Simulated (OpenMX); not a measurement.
**PtS2 under changes of volume**

One of the cells (18.261 Å³/atom); the others are scaled copies at fixed shape and fractional positions:

```xyz
3
Lattice="3.5432 0.0000 0.0000 -1.7716 3.0685 0.0000 0.0000 0.0000 5.0388" Properties=species:S:1:pos:R:3 pbc="T T T"
Pt    0.0000    0.0000    0.0000
S     1.7716    1.0228    3.8950
S     0.0000    2.0457    1.1438
```

| Item | Value |
| --- | --- |
| Program | OpenMX 3.8.5 |
| Functional | LDA |
| Potentials or basis | OpenMX 2013 LDA set, Pt7.0-s3p2d2f1, S7.0-s2p2d1f1, fixed grid of 36 × 36 × 60 points |
| k mesh | 9 × 9 × 5 |
| Occupations | fermi-dirac, width 0.05 eV |
| Spin | no spin polarisation |

```csv
volume (Å³/atom),energy over the lowest point (meV/atom),gap on the mesh (eV),largest force (eV/Å)
17.165,?,?,?
17.531,58.34,0.97,1.857
17.896,31.62,0.95,1.484
18.261,13.47,0.93,1.143
18.626,3.17,0.90,0.828
18.992,0.00,0.88,0.537
19.357,3.20,0.86,0.272
```

**Question.** What does the run at 17.165 Å³/atom give?

**Answer.** Energy over the lowest point 94.85 meV/atom; gap on the mesh 1.00 eV; largest force 2.264 eV/Å.

Worked out: A Birch-Murnaghan fit of order 3 (a polynomial in V^(-2/3)) to the other rows has its minimum at 18.98 Å³/atom with B0 = V·E''(V) = 147 GPa and B' = 4.1 at fixed shape and positions, which overstates the stiffness. It gives 94.74 meV/atom at 17.165 Å³/atom, against the run's 94.85. A straight line through the other rows of the gap, of slope -1.14 eV per unit of ln V, extrapolates to 1.00 eV, against the run's 1.00.

Energies are extrapolated to zero smearing.

Caveats: spin-orbit coupling is left out, which moves the levels of the heavy elements; an odd mesh through Γ misses points on the zone boundary, where band edges often lie; the basis of atomic orbitals isn't converged, which shifts pressures, moduli and gaps; forces of over 1 eV/Å show positions far from the minimum, so gaps and moduli don't describe the material at rest (some runs).
